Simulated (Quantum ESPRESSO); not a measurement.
# SiC (Moissanite) (P6_3mc) in Quantum ESPRESSO: notebook

One crystal, SiC (Moissanite), is run at these levels: PBE; tasks: single point, equation of state.

Program: Quantum ESPRESSO 7.5. These are calculated values, not measurements. Logs are shortened: lines on timing, memory, paths and dates and some standing lists are left out, and cuts for length are marked.

## Step 1: Starting point

It takes space group P6_3mc (No. 186, hexagonal). The conventional cell has a = 3.076 Å, b = 3.076 Å, c = 5.048 Å, α = 90.00°, β = 90.00°, γ = 120.00°. Around Si (site symmetry 3m) lie 4 C at 1.87 to 1.94 Å. C (site symmetry 3m) is surrounded by 4 Si at 1.87 to 1.94 Å.

## Step 2: Single point, PBE, 9.72 Å³/atom

pw.in

```
&CONTROL
  calculation = 'scf'
  prefix = 'pwscf'
  outdir = './tmp'
  pseudo_dir = './pseudo'
  tprnfor = .true.
  tstress = .true.
  disk_io = 'nowf'
/
&SYSTEM
  ibrav = 0
  nat = 4
  ntyp = 2
  ecutwfc = 45
  ecutrho = 360
  nbnd = 14
  occupations = 'smearing'
  smearing = 'fd'
  degauss = 0.00367493
/
&ELECTRONS
  conv_thr = 8d-10
  electron_maxstep = 120
  mixing_beta = 0.5
/
ATOMIC_SPECIES
Si    28.0850 si_pbe_v1.uspp.F.UPF
C     12.0110 c_pbe_v1.2.uspp.F.UPF
CELL_PARAMETERS angstrom
   3.0132068704    0.0000000000    0.0000000000
  -1.5066034352    2.6095136966    0.0000000000
   0.0000000000    0.0000000000    4.9449506768
ATOMIC_POSITIONS crystal
Si     0.6666666667    0.3333333333    0.5000000000
Si     0.3333333333    0.6666666667    0.0000000000
C      0.6666666667    0.3333333333    0.8850000000
C      0.3333333333    0.6666666667    0.3850000000
K_POINTS automatic
10 10 5 0 0 0
```

Potentials or basis: GBRV 1.5 PBE.

Command:

```
$ OMP_NUM_THREADS=1 pw.x -in pw.in > pw.out
```

pw.out:

```text
This program is part of the open-source Quantum ESPRESSO suite
     for quantum simulation of materials; please cite
         "P. Giannozzi et al., J. Phys.:Condens. Matter 21 395502 (2009);
         "P. Giannozzi et al., J. Phys.:Condens. Matter 29 465901 (2017);
         "P. Giannozzi et al., J. Chem. Phys. 152 154105 (2020);
     in publications or presentations arising from this work. More details at

     Message from routine setup:
     using ibrav=0 with symmetry is DISCOURAGED, use correct ibrav instead

     G-vector sticks info
     --------------------
     sticks:   dense  smooth     PW     G-vecs:    dense   smooth      PW
     Sum         805     397    121                30249    10671    1811

     Using Slab Decomposition

     bravais-lattice index     =            0
     lattice parameter (alat)  =       5.6941  a.u.
     unit-cell volume          =     262.3899 (a.u.)^3
     number of atoms/cell      =            4
     number of atomic types    =            2
     number of electrons       =        16.00
     number of Kohn-Sham states=           14
     kinetic-energy cutoff     =      45.0000  Ry
     charge density cutoff     =     360.0000  Ry
     scf convergence threshold =      8.0E-10
     mixing beta               =       0.5000
     number of iterations used =            8  plain     mixing
     Exchange-correlation= SLA  PW   PBE  PBE
                           (   1   4   3   4   0   0   0)

     celldm(1)=   5.694136  celldm(2)=   0.000000  celldm(3)=   0.000000
     celldm(4)=   0.000000  celldm(5)=   0.000000  celldm(6)=   0.000000

     crystal axes: (cart. coord. in units of alat)
               a(1) = (   1.000000   0.000000   0.000000 )
               a(2) = (  -0.500000   0.866025   0.000000 )
               a(3) = (   0.000000   0.000000   1.641092 )

     reciprocal axes: (cart. coord. in units 2 pi/alat)
               b(1) = (  1.000000  0.577350 -0.000000 )
               b(2) = (  0.000000  1.154701  0.000000 )
               b(3) = (  0.000000 -0.000000  0.609350 )

     PseudoPot. # 1 for Si read from file:
     si_pbe_v1.uspp.F.UPF
     Pseudo is Ultrasoft + core correction, Zval =  4.0
     Generated by new atomic code, or converted to UPF format
     Using radial grid of  899 points,  6 beta functions with:
                l(1) =   0
                l(2) =   0
                l(3) =   1
                l(4) =   1
                l(5) =   2
                l(6) =   2
     Q(r) pseudized with  8 coefficients,  rinner =    0.900   0.900   0.900
                                                       0.900   0.900

     PseudoPot. # 2 for C  read from file:
     c_pbe_v1.2.uspp.F.UPF
     Pseudo is Ultrasoft + core correction, Zval =  4.0
     Generated by new atomic code, or converted to UPF format
     Using radial grid of  721 points,  4 beta functions with:
                l(1) =   0
                l(2) =   0
                l(3) =   1
                l(4) =   1
     Q(r) pseudized with  8 coefficients,  rinner =    1.100   1.100   1.100

     atomic species   valence    mass     pseudopotential
     Si                4.00    28.08500     Si( 1.00)
     C                 4.00    12.01100     C ( 1.00)

     12 Sym. Ops. (no inversion) found ( 6 have fractional translation)

   Cartesian axes

     site n.     atom                  positions (alat units)
         1        Si     tau(   1) = (   0.5000000   0.2886751   0.8205462  )
         2        Si     tau(   2) = (  -0.0000000   0.5773503   0.0000000  )
         3        C      tau(   3) = (   0.5000000   0.2886751   1.4523667  )
         4        C      tau(   4) = (  -0.0000000   0.5773503   0.6318205  )

     number of k points=    42  Fermi-Dirac smearing, width (Ry)=  0.0037
                       cart. coord. in units 2pi/alat
        k(    1) = (   0.0000000   0.0000000   0.0000000), wk =   0.0040000
        k(    2) = (   0.0000000   0.0000000   0.1218700), wk =   0.0080000
        k(    3) = (   0.0000000   0.0000000   0.2437401), wk =   0.0080000
        k(    4) = (   0.0000000   0.1154701   0.0000000), wk =   0.0240000
        k(    5) = (   0.0000000   0.1154701   0.1218700), wk =   0.0480000
        k(    6) = (   0.0000000   0.1154701   0.2437401), wk =   0.0480000
[... 34 lines left out ...]
        k(   41) = (   0.3000000   0.5196152   0.1218700), wk =   0.0480000
        k(   42) = (   0.3000000   0.5196152   0.2437401), wk =   0.0480000

     Dense  grid:    30249 G-vectors     FFT dimensions: (  36,  36,  60)

     Smooth grid:    10671 G-vectors     FFT dimensions: (  25,  25,  40)

     Initial potential from superposition of free atoms

     starting charge      15.9986, renormalised to      16.0000
     Starting wfcs are   16 randomized atomic wfcs

     Self-consistent Calculation

     iteration #  1     ecut=    45.00 Ry     beta= 0.50
     Davidson diagonalization with overlap
     ethr =  1.00E-02,  avg # of iterations =  3.1

     total energy              =     -42.00504657 Ry
     estimated scf accuracy    <       0.93185750 Ry

     iteration #  2     ecut=    45.00 Ry     beta= 0.50
     Davidson diagonalization with overlap
     ethr =  5.82E-03,  avg # of iterations =  2.0

     total energy              =     -42.21520473 Ry
     estimated scf accuracy    <       0.03336636 Ry

     iteration #  3     ecut=    45.00 Ry     beta= 0.50
     Davidson diagonalization with overlap
     ethr =  2.09E-04,  avg # of iterations =  4.6

     total energy              =     -42.21775962 Ry
     estimated scf accuracy    <       0.00593806 Ry

     iteration #  4     ecut=    45.00 Ry     beta= 0.50
     Davidson diagonalization with overlap
     ethr =  3.71E-05,  avg # of iterations =  2.6

     total energy              =     -42.21815650 Ry
     estimated scf accuracy    <       0.00054165 Ry

     iteration #  5     ecut=    45.00 Ry     beta= 0.50
     Davidson diagonalization with overlap
     ethr =  3.39E-06,  avg # of iterations =  4.5

     total energy              =     -42.21835201 Ry
     estimated scf accuracy    <       0.00002028 Ry

     iteration #  6     ecut=    45.00 Ry     beta= 0.50
     Davidson diagonalization with overlap
     ethr =  1.27E-07,  avg # of iterations =  4.0

[... 29 lines left out ...]

    -5.4534  -2.6825   2.5972   9.0828   9.0828   9.4758  10.1431  10.1431
    15.9232  17.4910  17.4910  17.9445  18.2640  19.2630

          k = 0.0000 0.0000 0.2437 (  1322 PWs)   bands (ev):

    -4.8496  -3.8825   4.7660   7.2157   9.3838   9.3838   9.7874   9.7874
    16.4515  17.2655  17.7912  17.7918  18.4397  19.4539

          k = 0.0000 0.1155 0.0000 (  1331 PWs)   bands (ev):

    -5.4754  -1.7573   1.6666   8.0195   8.6671   9.6617  10.1868  10.4348
    16.1231  17.0797  17.6485  17.8485  18.7616  19.5322

          k = 0.0000 0.1155 0.1219 (  1327 PWs)   bands (ev):

    -5.2720  -2.5167   2.7499   8.1582   8.7882   9.1404   9.8147  10.0107
    16.1923  17.0392  17.9292  18.0888  18.5395  19.0982

          k = 0.0000 0.1155 0.2437 (  1319 PWs)   bands (ev):

    -4.6705  -3.7080   4.8725   7.2137   8.5588   9.1247   9.1319   9.5876
    16.5244  17.0535  17.7654  18.1733  18.2827  18.9578

          k = 0.0000 0.2309 0.0000 (  1343 PWs)   bands (ev):

    -4.9354  -1.3088   2.1662   6.0671   8.0366   8.1884   9.8681   9.9933
    15.2215  17.1860  18.0037  18.5801  18.5813  19.9195

          k = 0.0000 0.2309 0.1219 (  1330 PWs)   bands (ev):

    -4.7343  -2.0335   3.1631   6.2751   7.7141   8.1741   9.6004   9.6392
    15.1357  16.8084  17.6293  18.8258  18.9943  19.9938

          k = 0.0000 0.2309 0.2437 (  1332 PWs)   bands (ev):

    -4.1406  -3.1940   5.0141   6.5998   6.9938   8.2816   8.5617   9.1118
    15.3319  16.1309  17.9450  18.7917  19.4378  20.2278

          k = 0.0000 0.3464 0.0000 (  1326 PWs)   bands (ev):

    -4.0632  -0.6636   2.8451   4.1706   6.4501   7.4355   9.1103   9.4697
    14.1977  15.8223  18.2142  18.5009  19.1400  20.4418

          k = 0.0000 0.3464 0.1219 (  1330 PWs)   bands (ev):

    -3.8671  -1.2981   3.3148   4.8038   5.9128   7.5832   9.2025   9.2042
    14.1919  15.3829  17.3415  19.0276  19.4430  20.5462

          k = 0.0000 0.3464 0.2437 (  1339 PWs)   bands (ev):

    -3.2905  -2.3810   4.0326   4.9045   6.5429   8.0026   8.3656   8.6080
    14.3135  15.1334  16.8489  18.2937  20.2835  21.6285

          k = 0.0000 0.4619 0.0000 (  1340 PWs)   bands (ev):

    -2.9430  -0.2659   2.4229   4.2191   4.8328   7.0309   7.9014   9.1678
    13.5121  15.0622  17.9263  18.1485  19.9173  20.8642

          k = 0.0000 0.4619 0.1219 (  1344 PWs)   bands (ev):

    -2.7583  -0.6042   2.1701   4.1561   5.3134   7.1837   8.4353   8.8831
    13.6654  14.4143  17.3983  18.7770  18.8414  20.7253

          k = 0.0000 0.4619 0.2437 (  1344 PWs)   bands (ev):

    -2.2232  -1.4191   2.3914   3.1533   7.1058   7.6190   8.2519   8.5132
    13.7306  14.3506  16.0764  17.0828  20.3751  22.0175

          k = 0.0000-0.5774 0.0000 (  1340 PWs)   bands (ev):

    -2.1168  -0.6318   2.4080   3.8641   4.9050   6.8901   7.1207   9.0580
    13.2736  14.8386  17.7855  18.0052  20.8709  21.0517

          k = 0.0000-0.5774 0.1219 (  1342 PWs)   bands (ev):

    -1.9508  -0.6456   1.8805   3.2047   5.8589   7.0443   7.8585   8.7674
    13.5002  14.1001  17.6430  18.4073  18.6564  20.5668

          k = 0.0000-0.5774 0.2437 (  1336 PWs)   bands (ev):

    -1.4917  -0.9230   1.6118   2.1943   7.4844   7.4857   8.1257   8.4829
    13.5939  13.9719  16.1221  16.2820  20.3309  22.0155

          k = 0.1000 0.1732 0.0000 (  1338 PWs)   bands (ev):

    -5.1142  -1.4545   2.0035   6.7955   7.8000   8.9364   9.7889  10.1676
    16.4687  16.5850  17.8387  18.2260  18.8039  19.3410

          k = 0.1000 0.1732 0.1219 (  1332 PWs)   bands (ev):

    -4.9123  -2.1918   3.0366   6.9752   7.8384   8.5188   9.5652   9.7201
    16.2015  16.5998  17.7834  18.2034  19.2056  19.2404

          k = 0.1000 0.1732 0.2437 (  1323 PWs)   bands (ev):

    -4.3158  -3.3635   5.0183   6.9533   7.5141   8.2866   8.7367   9.0585
    16.2140  16.5444  17.9200  18.0467  19.3420  19.4630

          k = 0.1000 0.2887 0.0000 (  1324 PWs)   bands (ev):

    -4.4065  -0.8983   2.6258   5.0468   6.6732   7.7095   9.2186   9.5393
    15.4842  16.3561  18.0028  18.3113  18.6961  19.9339

          k = 0.1000 0.2887 0.1219 (  1338 PWs)   bands (ev):

    -4.2082  -1.5769   3.4429   5.3813   6.5234   7.4589   8.9115   9.5022
    15.3121  16.3573  17.1019  18.7036  19.2003  20.3398

          k = 0.1000 0.2887 0.2437 (  1335 PWs)   bands (ev):

    -3.6239  -2.6972   4.7018   5.7150   6.5923   7.6323   8.2305   8.5545
    15.3220  15.9609  17.5611  18.6192  19.7979  19.8070

          k = 0.1000 0.4041 0.0000 (  1328 PWs)   bands (ev):

    -3.3973  -0.3020   2.8890   4.0010   5.4881   6.6191   8.4975   8.7523
    14.7187  15.1513  18.0110  18.6253  19.5522  20.9580

          k = 0.1000 0.4041 0.1219 (  1337 PWs)   bands (ev):

    -3.2068  -0.8122   2.8339   4.8351   5.1723   6.6743   8.3706   8.9422
    14.5894  15.2353  17.2073  18.4255  19.7221  20.7042

          k = 0.1000 0.4041 0.2437 (  1339 PWs)   bands (ev):
[... 49 lines left out ...]
          k = 0.2000 0.5774 0.0000 (  1348 PWs)   bands (ev):

    -1.6404  -0.5153   2.8905   4.1630   4.5897   5.5579   6.9882   7.2407
    13.4515  16.5063  18.6216  19.9150  20.4239  20.9387

          k = 0.2000 0.5774 0.1219 (  1350 PWs)   bands (ev):

    -1.4883  -0.5003   2.4222   3.4879   4.6193   6.5643   6.7371   7.8547
    14.0269  16.5897  17.3670  18.3761  19.8850  21.5368

          k = 0.2000 0.5774 0.2437 (  1349 PWs)   bands (ev):

    -1.0837  -0.6460   2.0613   2.5208   5.0870   5.8741   8.1118   8.7449
    14.7046  15.7899  16.9365  17.1948  19.4103  20.3767

          k = 0.3000 0.5196 0.0000 (  1352 PWs)   bands (ev):

    -1.4257  -0.4541   3.3820   3.5575   4.5412   5.7627   6.4596   6.8855
    12.9440  18.3403  19.1857  19.5337  20.6201  20.6725

          k = 0.3000 0.5196 0.1219 (  1350 PWs)   bands (ev):

    -1.2814  -0.4335   2.9244   3.4109   3.9886   5.9743   6.7815   7.7390
    13.7533  17.3359  18.1624  18.3332  20.6410  21.5944

          k = 0.3000 0.5196 0.2437 (  1344 PWs)   bands (ev):

    -0.9075  -0.5342   2.4215   2.7558   4.2553   5.0675   8.2775   8.7373
    15.4105  15.7109  16.4883  17.6402  20.8751  21.2730

     the Fermi energy is    11.7643 ev

!    total energy              =     -42.21835993 Ry
     estimated scf accuracy    <          5.0E-11 Ry
     smearing contrib. (-TS)   =      -0.00000000 Ry
     internal energy E=F+TS    =     -42.21835993 Ry

     The total energy is F=E-TS. E is the sum of the following terms:
     one-electron contribution =      12.22301970 Ry
     hartree contribution      =       4.66119592 Ry
     xc contribution           =     -16.44252880 Ry
     ewald contribution        =     -42.66004676 Ry

     convergence has been achieved in   9 iterations

     Forces acting on atoms (cartesian axes, Ry/au):

     atom    1 type  1   force =    -0.00000000   -0.00000000    0.03331747
     atom    2 type  1   force =     0.00000000    0.00000000    0.03331747
     atom    3 type  2   force =    -0.00000000   -0.00000000   -0.03331747
     atom    4 type  2   force =     0.00000000    0.00000000   -0.03331747

     Total force =     0.066635     Total SCF correction =     0.000004

     Computing stress (Cartesian axis) and pressure

          total   stress  (Ry/bohr**3)                   (kbar)     P=      192.29
   0.00148222  -0.00000000   0.00000000          218.04       -0.00        0.00
  -0.00000000   0.00148222   0.00000000           -0.00      218.04        0.00
   0.00000000   0.00000000   0.00095699            0.00        0.00      140.78

=------------------------------------------------------------------------------=
   JOB DONE.
=------------------------------------------------------------------------------=
```

Run time: 14 s. Hardware: 1 thread of Arm Neoverse V1, shared host; peak memory 0.15 GiB.

What came out:

- Free energy: -574.4100 eV
- Pressure: 19.2 GPa
- Largest force: 0.857 eV/Å
- Band gap on the k mesh: 2.38 eV, indirect (least direct gap 4.22 eV)

Caveat: an odd mesh through Γ misses points on the zone boundary, where band edges often lie.

## Step 3: Single point, PBE, 9.93 Å³/atom

Changes to pw.in since step 2:

```diff
@@ -29,5 +29,5 @@
 CELL_PARAMETERS angstrom
-   3.0132068704    0.0000000000    0.0000000000
-  -1.5066034352    2.6095136966    0.0000000000
-   0.0000000000    0.0000000000    4.9449506768
+   3.0344273363    0.0000000000    0.0000000000
+  -1.5172136681    2.6278911591    0.0000000000
+   0.0000000000    0.0000000000    4.9797754205
 ATOMIC_POSITIONS crystal
```

Potentials or basis: GBRV 1.5 PBE.

Command:

```
$ OMP_NUM_THREADS=1 pw.x -in pw.in > pw.out
```

It took 15 s on 1 thread of Arm Neoverse V1, shared host; peak memory 0.16 GiB.

The run converged. Its results:

```
Free energy            : -574.4947 eV
Pressure               : 13.5 GPa
Largest force          : 0.820 eV/Å
Band gap on the k mesh : 2.42 eV, indirect (least direct gap 4.17 eV)
```

Caveat: an odd mesh through Γ misses points on the zone boundary, where band edges often lie.

## Step 4: Single point, PBE, 10.13 Å³/atom

Changes to pw.in since step 3:

```diff
@@ -29,5 +29,5 @@
 CELL_PARAMETERS angstrom
-   3.0344273363    0.0000000000    0.0000000000
-  -1.5172136681    2.6278911591    0.0000000000
-   0.0000000000    0.0000000000    4.9797754205
+   3.0553550827    0.0000000000    0.0000000000
+  -1.5276775413    2.6460151191    0.0000000000
+   0.0000000000    0.0000000000    5.0141197845
 ATOMIC_POSITIONS crystal
```

Command:

```
$ OMP_NUM_THREADS=1 pw.x -in pw.in > pw.out
```

Wall time 15 s (1 thread of Arm Neoverse V1, shared host); peak memory 0.16 GiB.

The run converged. Its results:

```
Free energy            : -574.5510 eV
Pressure               : 8.2 GPa
Largest force          : 0.786 eV/Å
Band gap on the k mesh : 2.46 eV, indirect (least direct gap 4.13 eV)
```

Caveat: an odd mesh through Γ misses points on the zone boundary, where band edges often lie.

## Step 5: Single point, PBE, 10.34 Å³/atom

Changes to pw.in since step 4:

```diff
@@ -29,5 +29,5 @@
 CELL_PARAMETERS angstrom
-   3.0553550827    0.0000000000    0.0000000000
-  -1.5276775413    2.6460151191    0.0000000000
-   0.0000000000    0.0000000000    5.0141197845
+   3.0760000000    0.0000000000    0.0000000000
+  -1.5380000000    2.6638941420    0.0000000000
+   0.0000000000    0.0000000000    5.0480000000
 ATOMIC_POSITIONS crystal
```

Command:

```
$ OMP_NUM_THREADS=1 pw.x -in pw.in > pw.out
```

Wall time 16 s (1 thread of Arm Neoverse V1, shared host); peak memory 0.16 GiB.

It converged, with:

```yaml
Free_energy: -574.5814 eV
Pressure: 3.5 GPa
Largest_force: 0.754 eV/Å
Band_gap_on_the_k_mesh: 2.49 eV, indirect (least direct gap 4.09 eV)
```

Caveat: an odd mesh through Γ misses points on the zone boundary, where band edges often lie.

## Step 6: Single point, PBE, 10.55 Å³/atom

Changes to pw.in since step 5:

```diff
@@ -29,5 +29,5 @@
 CELL_PARAMETERS angstrom
-   3.0760000000    0.0000000000    0.0000000000
-  -1.5380000000    2.6638941420    0.0000000000
-   0.0000000000    0.0000000000    5.0480000000
+   3.0963714546    0.0000000000    0.0000000000
+  -1.5481857273    2.6815363392    0.0000000000
+   0.0000000000    0.0000000000    5.0814314379
 ATOMIC_POSITIONS crystal
```

Potentials or basis: GBRV 1.5 PBE.

Command:

```
$ OMP_NUM_THREADS=1 pw.x -in pw.in > pw.out
```

It took 16 s on 1 thread of Arm Neoverse V1, shared host; peak memory 0.16 GiB.

Results (log left out):

| Property | Result |
| --- | --- |
| Free energy | -574.5885 eV |
| Pressure | -0.9 GPa |
| Largest force | 0.723 eV/Å |
| Band gap on the k mesh | 2.52 eV, indirect (least direct gap 4.05 eV) |

Caveat: an odd mesh through Γ misses points on the zone boundary, where band edges often lie.

## Step 7: Single point, PBE, 10.75 Å³/atom

Changes to pw.in since step 6:

```diff
@@ -29,5 +29,5 @@
 CELL_PARAMETERS angstrom
-   3.0963714546    0.0000000000    0.0000000000
-  -1.5481857273    2.6815363392    0.0000000000
-   0.0000000000    0.0000000000    5.0814314379
+   3.1164783262    0.0000000000    0.0000000000
+  -1.5582391631    2.6989494007    0.0000000000
+   0.0000000000    0.0000000000    5.1144286705
 ATOMIC_POSITIONS crystal
```

Command:

```
$ OMP_NUM_THREADS=1 pw.x -in pw.in > pw.out
```

Run time: 16 s. Hardware: 1 thread of Arm Neoverse V1, shared host; peak memory 0.17 GiB.

It converged, with:

| Property | Result |
| --- | --- |
| Free energy | -574.5742 eV |
| Pressure | -4.8 GPa |
| Largest force | 0.694 eV/Å |
| Band gap on the k mesh | 2.53 eV, indirect (least direct gap 4.01 eV) |

Caveat: an odd mesh through Γ misses points on the zone boundary, where band edges often lie.

## Step 8: Single point, PBE, 10.96 Å³/atom

Changes to pw.in since step 7:

```diff
@@ -29,5 +29,5 @@
 CELL_PARAMETERS angstrom
-   3.1164783262    0.0000000000    0.0000000000
-  -1.5582391631    2.6989494007    0.0000000000
-   0.0000000000    0.0000000000    5.1144286705
+   3.1363290418    0.0000000000    0.0000000000
+  -1.5681645209    2.7161406248    0.0000000000
+   0.0000000000    0.0000000000    5.1470055276
 ATOMIC_POSITIONS crystal
```

Command:

```
$ OMP_NUM_THREADS=1 pw.x -in pw.in > pw.out
```

It took 16 s on 1 thread of Arm Neoverse V1, shared host; peak memory 0.17 GiB.

The run converged. Its results:

```
Free energy            : -574.5407 eV
Pressure               : -8.3 GPa
Largest force          : 0.666 eV/Å
Band gap on the k mesh : 2.49 eV, indirect (least direct gap 3.97 eV)
```

Caveat: an odd mesh through Γ misses points on the zone boundary, where band edges often lie.

## Step 9: Equation of state, PBE

Potentials or basis: GBRV 1.5 PBE.

No new run: the results of the series are fitted here.

What came out:

| Property | Result |
| --- | --- |
| Equilibrium volume | 10.51 Å³/atom |
| Bulk modulus at fixed shape and positions | 213 GPa |
| Pressure derivative of the bulk modulus | 3.9 |

Energy against volume, from the lowest point:
| volume (Å³/atom) | energy (meV/atom) |
| --- | --- |
| 9.721 | 44.60 |
| 9.927 | 23.43 |
| 10.134 | 9.37 |
| 10.341 | 1.76 |
| 10.548 | 0.00 |
| 10.755 | 3.55 |
| 10.961 | 11.93 |

Caveat: the cell was scaled at fixed shape and fractional positions, which overstates the stiffness of a crystal with free parameters, most of all of layers and chains.
